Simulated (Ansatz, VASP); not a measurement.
# C in VASP and in Ansatz

```
CELL_PARAMETERS angstrom
3.44549 0.00000 0.00000
0.00000 3.44549 0.00000
0.00000 0.00000 4.17987
ATOMIC_POSITIONS crystal
C 0.19791 0.50000 0.00000
C 0.80209 0.50000 0.00000
C 0.50000 0.19791 0.00000
C 0.50000 0.80209 0.00000
```

Alike in both runs: functional PBE; k mesh 4 × 4 × 10; occupations gaussian, width 0.1 eV; no spin polarisation.

Ansatz relaxed the structure, and its values are those at the end. VASP's run is a single point on that final structure, the one shown.

```csv
,VASP,Ansatz
version,VASP 6.6.1,Ansatz 0.2.0
potentials or method,"VASP PAW PBE potentials, release 64 (C)","scalar-relativistic, plane waves, PAW"
plane-wave cutoff (eV),520,420
valence electrons in the cell,16,16
```

```csv
,VASP,Ansatz,Ansatz less VASP
pressure (GPa),0.3,0.1,-0.22
rms of the force components (eV/Å),0.019,0.000,-0.0183
```

The functional is the same, so the differences come from potentials, cutoffs and numerics.

Caveats: the k mesh is coarse (spacing up to 0.46 Å⁻¹), so the values aren't converged; this functional lacks dispersion, which binds the layers, so the pressure and a relaxed spacing across them are unreliable.
